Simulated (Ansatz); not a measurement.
**Ge: element substitutions**

The parent structure is Ge in the diamond structure (space group Fd-3m, No. 227; a = 5.6761 Å).

Each row replaces one element on all its sites; cell and atoms are relaxed.

Levels (all Ansatz, an electronic-structure program, PAW, earlier PAW set): PBEsol (420 eV, no spin-orbit coupling); r2SCAN (500 eV, scalar-relativistic without spin-orbit coupling); PBEsol+SOC (420 eV, spin-orbit coupling included).

Band gaps by level, all at the geometries relaxed with PBEsol:

```csv
case,PBEsol,r2SCAN,PBEsol+SOC
base,zero,0.35 eV,zero
Ge → Hg,zero,zero,zero
Ge → Si,0.47 eV,0.77 eV,0.45 eV
Ge → Pb,zero,zero,zero
```

Single points use the geometry relaxed with PBEsol. Differences between runs with and without spin-orbit coupling are approximate. Whether these cells are dynamically stable was not tested. As relaxed here, Hg is a hypothetical phase, not in the database extracts checked. For Pb in this form, whether it has been made was not checked. This is not the structure that Pb has at room temperature and ambient pressure. The zero or small gap of Ge can change with the level of theory.
